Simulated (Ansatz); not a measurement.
## B: the change of energy less free atoms and pressure with volume scale

Results calculated with Ansatz 0.2.0, not measured. Periodic Kohn-Sham DFT of a crystal at fixed atoms, scaled to volume_scale times the given cell; pressure positive in compression, energy less spherical unpolarised free atoms, largest_vzz the field gradient of largest size among the nuclei.

The cell before it is scaled or strained (space group Im-3m, No. 229):
```
cell vectors (Å)
  -1.1538     1.1538     1.1538
   1.1538    -1.1538     1.1538
   1.1538     1.1538    -1.1538
atoms (fractions of the cell vectors)
B   0.00000  0.00000  0.00000
```

Settings of every row: method all-electron LAPW; functional PBE; relativity scalar; k mesh 18x18x18; filling fermi-dirac; smearing width 0.08 eV; basis error target 0.25 meV/atom; nucleus gaussian.

Atom start moment: 0 on all atoms.

Limits: the cell comes from a prototype or a list of computed structures and needn't be the stable phase.

```csv
row,volume scale,V (Å³/atom),energy less free atoms (eV/atom),pressure (GPa)
1,0.96,5.898,-4.9846,10.26
2,0.98,6.021,?,?
3,1,6.144,-4.9921,-0.081
4,1.02,6.267,-4.9904,-4.419
5,1.04,6.39,-4.9855,-8.241
```

Question: what energy less free atoms and pressure should row 2 give?

Worked fit of energy less free atoms. Take u = (V_r/V)^(2/3) − 1 with V_r = 6.2055 Å³ an atom, which is twice the finite (Eulerian) strain; such expansions in the strain, on which the Birch-Murnaghan equation of state is built, carry the rest volume and the bulk modulus. The shown rows have u = 0.03446, 0.00666, -0.00655, -0.01934. Least squares give energy less free atoms = −4.99167 − 0.1304 × u + 9.737 × u² eV/atom; a straight line predicts inner rows, each left out in turn, worse (root mean square 0.0043 against 1.1e-05 eV/atom). All shown rows lie on it to the printed digit. The withheld row has u = 0.02033, so the fit gives −4.99167 − 0.1304 × (0.02033) + 9.737 × (0.02033)² = -4.9903 eV/atom.

The calculation gave -4.9904 eV/atom. The fit lies 0.0001 eV/atom (1.3 % of the column's range) above it, one unit of the last digit.

Worked fit of pressure. Take u = (V_r/V)^(2/3) − 1 with V_r = 6.2055 Å³ an atom, which is twice the finite (Eulerian) strain; such expansions in the strain, on which the Birch-Murnaghan equation of state is built, carry the rest volume and the bulk modulus. The shown rows have u = 0.03446, 0.00666, -0.00655, -0.01934. Least squares give pressure = −2.3146 + 327.531 × u + 1085.05 × u² GPa; a straight line predicts inner rows, each left out in turn, worse (root mean square 0.48 against 0.011 GPa). The rows lie off it by -0.001, 0.004, -0.006, 0.002 (root mean square 0.0038 GPa). The pressure vanishes at u = 0.0069, or V = 6.142 Å³ an atom, and there the bulk modulus at fixed shape and fractions is B = −V dP/dV = (2/3)(1 + u) dP/du = 230 GPa. The withheld row has u = 0.02033, so the fit gives −2.3146 + 327.531 × (0.02033) + 1085.05 × (0.02033)² = 4.793 GPa.

The calculation gave 4.809 GPa. The fit lies 0.016 GPa (0.086 % of the column's range) below it; its largest miss of a shown row is 0.006 GPa.
